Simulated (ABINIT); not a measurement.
Crystal: PbS.

```
CELL_PARAMETERS angstrom
2.07995 -5.99130 0.00000
2.07995 5.99130 0.00000
0.00000 0.00000 4.27932
ATOMIC_POSITIONS crystal
Pb 0.13056 0.86944 0.25000
Pb 0.86944 0.13056 0.75000
S 0.35480 0.64520 0.25000
S 0.64520 0.35480 0.75000
```

Measurements of this composition are mostly on another form, of space group No. 225.

- Program: ABINIT 10.8.3 (patched build)
- Task: relaxation of cell and atoms
- Functional: PBEsol
- Potentials or basis: PseudoDojo NC SR PBEsol v0.4.1 standard
- Cutoff: 762 eV
- k mesh: 5 × 5 × 4
- Occupations: fermi-dirac, width 0.05 eV
- Spin: no spin polarisation

At the start: pressure -1.8 GPa; volume 26.66 Å³/atom.

**Question.** How do energy, volume and symmetry change on relaxing?

**Answer.** Over 22 steps the energy falls by 8.5 meV/atom and the volume is 25.19 Å³/atom (-5.5 %); space group Cmcm (No. 63, to 0.05 Å).

Step by step:
| step | energy change (eV) | largest force (eV/Å) | pressure (GPa) | volume (Å³) |
| --- | --- | --- | --- | --- |
| 1 | 0.0000 | 0.0293 | -1.77 | 106.65 |
| 2 | -0.0061 | 0.0443 | -1.50 | 106.08 |
| 3 | -0.0215 | 0.1670 | 0.10 | 102.94 |
| 4 | -0.0223 | 0.1513 | 0.04 | 102.95 |
| 5 | -0.0271 | 0.0209 | -0.16 | 102.41 |
| 6 | -0.0278 | 0.0190 | -0.14 | 102.15 |
| 7 | -0.0299 | 0.0400 | -0.08 | 101.44 |
| 8 | -0.0317 | 0.0559 | -0.01 | 100.91 |
| 9 | -0.0329 | 0.0392 | 0.01 | 100.71 |
| 10 | -0.0332 | 0.0210 | 0.00 | 100.83 |
| 11 | -0.0332 | 0.0252 | 0.00 | 100.88 |
| 12 | -0.0334 | 0.0301 | 0.00 | 100.94 |
| 13 | -0.0335 | 0.0313 | -0.01 | 100.97 |
| 14 | -0.0337 | 0.0245 | -0.01 | 100.91 |
| 15 | -0.0338 | 0.0141 | 0.00 | 100.80 |
| 16 | -0.0338 | 0.0085 | 0.00 | 100.74 |
| 17 | -0.0338 | 0.0081 | 0.00 | 100.73 |
| 18 | -0.0339 | 0.0100 | 0.00 | 100.71 |
| 19 | -0.0339 | 0.0105 | 0.00 | 100.70 |
| 20 | -0.0339 | 0.0078 | 0.00 | 100.71 |
| 21 | -0.0339 | 0.0029 | 0.00 | 100.73 |
| 22 | -0.0339 | 0.0005 | 0.00 | 100.74 |

Final structure:
```
CELL_PARAMETERS angstrom
2.04995 -5.80167 0.00000
2.04995 5.80167 0.00000
0.00000 0.00000 4.23541
ATOMIC_POSITIONS crystal
Pb 0.12686 0.87314 0.25000
Pb 0.87314 0.12686 0.75000
S 0.35895 0.64105 0.25000
S 0.64105 0.35895 0.75000
```
